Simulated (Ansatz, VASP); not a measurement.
This is a calculation of Br for VASP 6.6.1.

Contents of INCAR:

```
SYSTEM = Br
ALGO = Normal
EDIFF = 1E-7
ENCUT = 520
GGA = CA
ISIF = 2
ISMEAR = 0
ISPIN = 2
LASPH = .True.
LCHARG = .False.
LORBIT = 11
LREAL = .False.
LWAVE = .False.
MAGMOM = 0.5
NBANDS = 14
NELM = 100
NUPDOWN = 0
PREC = Accurate
SIGMA = 0.01
```

KPOINTS

```
k-points
0
Gamma
  13 13 13
  0 0 0
```

Contents of POSCAR:

```
Br
1.0
   -1.2867684050      1.7199972000      3.5779911600
    1.2867684050     -1.7199972000      3.5779911600
    1.2867684050      1.7199972000     -3.5779911600
Br
1
Direct
    0.0000000000      0.0000000000      0.0000000000
```

The input KPOINTS_OPT:

```
path GXLTWRX1ZGYSW,L1Y,Y1Z
20
line-mode
reciprocal
 0.0000000000  0.0000000000  0.0000000000  G
-0.2823342104  0.2823342104  0.2823342104  X

-0.2823342104  0.2823342104  0.2823342104  X
-0.4745622690  0.4745622690  0.0901061518  L

-0.4745622690  0.4745622690  0.0901061518  L
-0.5000000000  0.5000000000  0.0000000000  T

-0.5000000000  0.5000000000  0.0000000000  T
-0.7500000000  0.2500000000  0.2500000000  W

-0.7500000000  0.2500000000  0.2500000000  W
-0.5000000000  0.0000000000  0.5000000000  R

-0.5000000000  0.0000000000  0.5000000000  R
-0.7176657896 -0.2823342104  0.7176657896  X1

-0.7176657896 -0.2823342104  0.7176657896  X1
-0.5000000000 -0.5000000000  0.5000000000  Z

-0.5000000000 -0.5000000000  0.5000000000  Z
 0.0000000000  0.0000000000  0.0000000000  G

 0.0000000000  0.0000000000  0.0000000000  G
-0.3077719414  0.3077719414 -0.3077719414  Y

-0.3077719414  0.3077719414 -0.3077719414  Y
-0.5000000000  0.0000000000  0.0000000000  S

-0.5000000000  0.0000000000  0.0000000000  S
-0.7500000000  0.2500000000  0.2500000000  W

-0.5254377310  0.5254377310 -0.0901061518  L1
-0.3077719414  0.3077719414 -0.3077719414  Y

-0.6922280586 -0.3077719414  0.3077719414  Y1
-0.5000000000 -0.5000000000  0.5000000000  Z
```

Potentials or basis: VASP PAW LDA potentials, release 64 (Br).

Run with:

```bash
$ cat potpaw_LDA.64/Br/POTCAR > POTCAR
$ mpirun -np 1 vasp_std > vasp.out
```

Question: Translate it to Ansatz 0.2.0. Potentials there: Ansatz PAW.

Answer: As run (the cutoff follows the program's own potentials):

Contents of input.yaml:

```yaml
crystal:
  lattice:
    - [-1.286768405, 1.7199972, 3.57799116]
    - [1.286768405, -1.7199972, 3.57799116]
    - [1.286768405, 1.7199972, -3.57799116]
  atoms:
    - { symbol: Br, position: [0.0, 0.0, 0.0] }
hamiltonian:
  xc: lda
  pseudopotentials: { kind: paw }
magnetization:
  spin_polarized: true
  initial_magnetization: 0.0
  spin_locking: { lock_magnetization: hard }
kpoints:
  mp_grid: { grid: [13, 13, 13] }
  band_path:
    path:
      - [[0.0, 0.0, 0.0], [-0.2823342104, 0.2823342104, 0.2823342104], [-0.0901061518, 0.0901061518, 0.474562269], [0.0, 0.0, 0.5], [0.25, 0.25, 0.25], [0.0, 0.5, 0.0], [0.2823342104, 0.7176657896, -0.2823342104], [0.5, 0.5, -0.5], [0.0, 0.0, 0.0], [0.3077719414, -0.3077719414, 0.3077719414], [0.5, 0.0, 0.0], [0.25, 0.25, 0.25]]
      - [[0.0901061518, -0.0901061518, 0.525437731], [0.3077719414, -0.3077719414, 0.3077719414]]
      - [[0.6922280586, 0.3077719414, -0.3077719414], [0.5, 0.5, -0.5]]
    npoints: 14
scf:
  occupations: { method: gaussian, width: 0.01 }
  n_extra_bands: 6
output:
  forces: true
  stress: true
  eigenvalues: true
  fatbands: false
```

Potentials or basis: Ansatz PAW.

The run is started by

```console
$ ansatz run input.yaml --threads 2 --pin off --max-ram 5632MiB --backend cpu --events-out ev --progress --plain --runs-dir out
```

Both were run:

|  | VASP | Ansatz | Ansatz less VASP |
| --- | --- | --- | --- |
| gap on the k mesh at the Fermi level (eV) | none | none | - |
| pressure (GPa) | -2.3 | -2.4 | -0.06 |
| largest component of the traceless stress (GPa) | 1.56 | 1.68 | +0.115 |
| net moment per atom (μB) | 0.00 | 0.00 | 0.000 |

A gap of «none» marks a metal or a gap that the smearing closes.

Caveats: the total moment is fixed, so each spin has its own Fermi level; the PAW data sets come from PBE, with cores solved anew for the run's functional, which leaves a small shift of forces and pressure (Ansatz); the thresholds are loose for stress (Ansatz).
